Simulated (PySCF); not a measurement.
A GIAO shielding run with PySCF (density fitting, non-relativistic, gas phase) on SMILES C1=CCCC=C1, C6H8:

```
{"job": {"kind": "nmr", "xc": "PBE0", "basis": "pcSseg-1"}, "charge": 0, "multiplicity": 1}
C      0.912238     1.093420    -0.629197
C     -0.393413     1.291983    -0.463651
C     -1.222352     0.325253     0.330156
C     -0.676685    -1.098267     0.213501
C      0.818870    -1.119148     0.337041
C      1.551402    -0.089850    -0.082083
H      1.527697     1.803384    -1.162100
H     -0.883578     2.178352    -0.838423
H     -1.202125     0.642770     1.380841
H     -2.263243     0.354735     0.003452
H     -0.942910    -1.516232    -0.765867
H     -1.132481    -1.736134     0.972540
H      1.275276    -2.020897     0.718705
H      2.630624    -0.109842    -0.037082
```

Hardware: 1 thread of an Arm Neoverse V1, shared host. The job also computes population analyses, field gradients, ring-centre shieldings.

Task: How large is the calculation?

Result: 44 electrons, 142 basis functions and 730 auxiliary functions.

Task: How long does it take?

Result: 13 s of wall time, with 13 SCF cycles and 5 response iterations. Times on a shared host scatter by some tens of per cent.
